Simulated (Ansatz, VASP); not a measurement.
Two plane-wave programs on B2P3

```xyz
5
Lattice="2.2780 -4.5246 0.0000 2.2780 4.5246 0.0000 0.0000 0.0000 5.0558" Properties=species:S:1:pos:R:3 pbc="T T T"
B     0.0000    0.0000    1.7607
B     0.0000    0.0000    3.2951
P     0.0000    0.0000    0.0000
P     1.1390    2.2623    0.0000
P     1.1390   -2.2623    0.0000
```

Alike in both runs: functional PBE; k mesh 6 × 6 × 4; occupations gaussian, width 0.1 eV; no spin polarisation.

Ansatz relaxed the structure, and its values are those at the end. VASP's run is a single point on that final structure, the one shown.

|  | VASP | Ansatz |
| --- | --- | --- |
| version | VASP 6.6.1 | Ansatz 0.2.0 |
| potentials or method | VASP PAW PBE potentials, release 64 (B, P) | scalar-relativistic, plane waves, PAW |
| plane-wave cutoff (eV) | 520 | 420 |
| valence electrons in the cell | 21 | 21 |

|  | VASP | Ansatz | Ansatz less VASP |
| --- | --- | --- | --- |
| gap on the k mesh at the Fermi level (eV) | none | none | - |
| pressure (GPa) | -0.1 | 0.0 | +0.14 |
| rms of the force components (eV/Å) | 0.007 | 0.000 | -0.0069 |

A gap of «none» marks a metal or a gap that the smearing closes.
